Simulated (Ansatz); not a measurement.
# CdS (P6_3mc):Cd_i (6-fold void), thermodynamic levels from a 72-atom cell, part 2 of 2

Charge states of Cd_i (6-fold void) in CdS (P6_3mc), set against the band edges. Model: a cell of 72 host atoms with 1 Cd put in.

Ansatz; place-levels on r2SCAN runs: charge-transition levels and formation energies with image-charge correction and potential alignment at the atomic sites; PAW set soft_1.

So far: Set-up; The runs of each charge state; Levels against the band edges, r2SCAN.

### Step 3. Levels against the band edges, r2SCAN (continued)

Levels between the charges placed, in eV above the valence top:

```
        gap (eV)  (+2/+1)  (+1/0)  (0/−1)
r2SCAN      1.63     1.47    1.70    1.65
```

Corrections by state:

```
charge  moment (μB)  image terms and alignment (eV)  band filling (eV)                                ε used  over the lowest of its charge, as the program ranks them, band filling apart (eV)
    +2          0.0                           1.022                  -  principal values (9.82, 9.82, 10.49)                                                                              0.000
    +1          1.0                           0.370                  -  principal values (9.82, 9.82, 10.49)                                                                              0.000
     0          0.0                           0.000                  -                                     -                                                                              0.000
    −1          1.0                          -0.124             -1.034  principal values (9.82, 9.82, 10.49)                                                                              0.000
```

The charged structures listed were also run neutral, and place-levels reads from each pair, by the potential or the spins, how wide the charge is by which they differ; that can be the carrier of either run.

| charge | rms radius (Å) | spread where it is widest against the cell (Å) | wide from (Å) | reading |
| --- | --- | --- | --- | --- |
| +2 | 5.0 | 2.84 | 1.87 | wide |
| +1 | 3.8 | 2.18 | 1.87 | wide |
| −1 | 8.6 | 4.68 | 1.87 | wide |

The neutral runs of these pairs need not share the spin of the lowest neutral state, and very wide values only mean spread over the cell.

From the program's caveats on the states, each cut to its opening words:

- charge +2: it parts from the run at its places by a charge that spreads by about 2.8 Å along one vector (1.9 Å or more is wide), by its potential at epsilon [6.29, 6.29, [...]
- charge +2: its displacements don't fall off away from the defect: farther atoms stand 0.05 Å off the host's places
- charge +1 (1 μB): it parts from the run at its places by a charge that spreads by about 2.2 Å along one vector (1.9 Å or more is wide), by the spins about the atoms, where the [...]
- charge +1 (1 μB), −1 (1 μB): flagged: stability check not made
- charge 0: its displacements don't fall off away from the defect: farther atoms stand 0.045 Å off the host's places
- charge −1 (1 μB): it parts from the run at its places by a charge that spreads by about 4.7 Å along one vector (1.9 Å or more is wide), by its potential at epsilon [6.29, 6.29, [...]
- charge −1 (1 μB): a band-filling correction moves a carrier to the host's band edge, which changes its energy by -1.034 eV
- charge −1 (1 μB): its displacements don't fall off away from the defect: farther atoms stand 0.047 Å off the host's places
- charge −1 (1 μB): its moments are held at its close (magnetization.spin_locking), by a field of 0.155 eV a Bohr magneton, and its energy and levels are of the state that this [...]

The host's formation energy from the elements is -0.809 eV per atom; it sets how far the chemical potentials can move.

Limit set by the element alone; other compounds of these elements are not counted. Chemical potentials from the elements' reference states: Cd 0.00 eV, S -1.62 eV. Formation energies (Cd-rich), with the Fermi level at the valence top and at the conduction bottom (gap 1.63 eV):

| charge | at valence top (eV) | at conduction bottom (eV) | correction included (eV) |
| --- | --- | --- | --- |
| +2 | -0.77 | 2.48 | 1.02 |
| +1 | 0.70 | 2.32 | 0.37 |
| 0 | 2.40 | 2.40 | 0.00 |
| −1 | 4.04 | 2.42 | -1.16 |

```json
{"Fermi level (eV)": "0.00", "lowest formation energy (eV)": "-0.77"}
{"Fermi level (eV)": "0.15", "lowest formation energy (eV)": "-0.48"}
{"Fermi level (eV)": "0.30", "lowest formation energy (eV)": "-0.18"}
{"Fermi level (eV)": "0.44", "lowest formation energy (eV)": "0.11"}
{"Fermi level (eV)": "0.59", "lowest formation energy (eV)": "0.41"}
{"Fermi level (eV)": "0.74", "lowest formation energy (eV)": "0.71"}
{"Fermi level (eV)": "0.89", "lowest formation energy (eV)": "1.00"}
{"Fermi level (eV)": "1.04", "lowest formation energy (eV)": "1.30"}
{"Fermi level (eV)": "1.18", "lowest formation energy (eV)": "1.60"}
{"Fermi level (eV)": "1.33", "lowest formation energy (eV)": "1.89"}
{"Fermi level (eV)": "1.48", "lowest formation energy (eV)": "2.18"}
{"Fermi level (eV)": "1.63", "lowest formation energy (eV)": "2.32"}
```

Limit set by the element alone; other compounds of these elements are not counted. Chemical potentials from the elements' reference states: S 0.00 eV, Cd -1.62 eV. Formation energy by charge state (S-rich; gap 1.63 eV):

```
charge  at valence top (eV)  at conduction bottom (eV)  correction included (eV)
    +2                 0.84                       4.10                      1.02
    +1                 2.31                       3.94                      0.37
     0                 4.01                       4.01                      0.00
    −1                 5.66                       4.03                     -1.16
```

```json
{"Fermi level (eV)": "0.00", "lowest formation energy (eV)": "0.84"}
{"Fermi level (eV)": "0.15", "lowest formation energy (eV)": "1.14"}
{"Fermi level (eV)": "0.30", "lowest formation energy (eV)": "1.44"}
{"Fermi level (eV)": "0.44", "lowest formation energy (eV)": "1.73"}
{"Fermi level (eV)": "0.59", "lowest formation energy (eV)": "2.03"}
{"Fermi level (eV)": "0.74", "lowest formation energy (eV)": "2.32"}
{"Fermi level (eV)": "0.89", "lowest formation energy (eV)": "2.62"}
{"Fermi level (eV)": "1.04", "lowest formation energy (eV)": "2.92"}
{"Fermi level (eV)": "1.18", "lowest formation energy (eV)": "3.21"}
{"Fermi level (eV)": "1.33", "lowest formation energy (eV)": "3.51"}
{"Fermi level (eV)": "1.48", "lowest formation energy (eV)": "3.79"}
{"Fermi level (eV)": "1.63", "lowest formation energy (eV)": "3.94"}
```

### Step 4. Effect of the sampling

The relaxations' own energies give the levels at their sampling, for comparison.

Contents of levels.relax_mesh.yaml:

```yaml
host:
  run: host.relax.run
states: [qm1_M1.relax.run, q0.relax.run, qp1_M1.relax.run, qp2.relax.run]
chemical_potentials:
  Cd:
    energy: -8268.253598
    dataset: "<sha256 of the dataset>"
```

Run with:

```
ansatz place-levels levels.relax_mesh.yaml -- --threads 32 --pin off --max-ram 56524MiB
```

The program printed:

```text
(+2/+1) 1.549 eV above the valence edge, 0.083 eV under the conduction edge
(+1/0) 1.774 eV above the valence edge, in the conduction band; not on the lower envelope
[...]
formation energy of charge +2: -0.824 eV with the Fermi level at the valence edge
formation energy of charge +1: +0.725 eV with the Fermi level at the valence edge
formation energy of charge 0: +2.499 eV with the Fermi level at the valence edge
formation energy of charge -1: +4.149 eV with the Fermi level at the valence edge
  edges by r2scan, gap 1.632 eV; the host is sampled to repeats of 18.42 Å
[... the lines on each state left out ...]
```

Elapsed: 0.13 s, on 32 threads of Arm Neoverse V2, shared host.

Levels between neighbouring charges, in eV above the valence top:

```
                        gap (eV)  (+2/+1)  (+1/0)  (0/−1)
one point at (¼, ¼, ¼)      1.63     1.55    1.77    1.65
  a 2×2×2 shifted mesh      1.63     1.47    1.70    1.65
```

Going from one point at (¼, ¼, ¼) to a 2×2×2 shifted mesh moves the levels that carry no band-filling term by up to 0.08 eV and formation energies against the elements by up to 0.10 eV; band-filling terms, which differ between samplings, are in these energies.

### Step 5. Outcome

```json
{
 "gap of the host": "1.63 eV (r2SCAN)",
 "level (plus 2/plus 1)": "1.47 eV above the valence top",
 "level (plus 1/0)": "1.70 eV above the valence top, past the conduction bottom, not a change between lowest states",
 "level (0/minus 1)": "1.65 eV above the valence top, past the conduction bottom, not a change between lowest states (2.68 eV above the valence top without the band-filling term)",
 "lowest of the charges placed, just above the valence top (0.02 eV)": "+2",
 "lowest of the charges placed, just below the conduction bottom (0.02 eV)": "+1",
 "lowest formation energy at mid-gap of the charges run, Cd-rich": "0.85 eV",
 "lowest formation energy at mid-gap of the charges run, S-rich": "2.47 eV"
}
```

**Reading.** Of the charges placed (−1, 0, +1 and +2), the lowest changes at 1.47 eV (+2/+1) above the valence top, in a gap of 1.63 eV. (+2/+1) lies nearer to a band edge than the share of the finite-size correction in it (0.65 eV), and that correction holds for a localised charge alone. (+1/0) lies 0.07 eV from a band edge, less than the doubt on such levels. Charges above +2 were not placed, so these runs say nothing of levels that involve them. States placed: +2 at 0 μB; +1 at 1 μB; 0 at 0 μB; −1 at 1 μB. Other spin states or structures, where not listed, weren't placed. The program finds carriers beyond a band edge of the host and adds a band-filling term at charge −1 (-1.03 eV); steps to such a charge show no bound level, and a defect level inside a band would be read the same way. At charge −1, 0, +1 and +2 the atom put in ends up to 1.2 Å from its starting place, so the name tells the start alone and the levels can join different sites. Going from one point at (¼, ¼, ¼) to a 2×2×2 shifted mesh moves the levels that carry no band-filling term by up to 0.08 eV and formation energies against the elements by up to 0.10 eV; band-filling terms, which differ between samplings, are in these energies. What this leaves open: r2SCAN makes the gap too small and tends to spread out bound carriers; spin–orbit coupling, which can matter with heavy atoms, is left out.

[Logs are printed without paths, hosts, clocks, repeated set-up lines and the standing remarks that a program may print on its own settings, such as how far it seeks lower states.]

[Hosts, paths, dates, database ids (printed as entryN), source tags and the programs' standing remarks are cut or masked in the printed files.]

[Where a table of states has a column of steps, it counts the stored structures, which are thinned; the runs took as many ionic steps or more.]

[A defect's name tells the site on which it was built; relaxed atoms can leave that site.]

[For some hosts the program warned that the k-mesh of the response run may be too coarse for force constants and the static dielectric constant; such warnings are not shown here.]
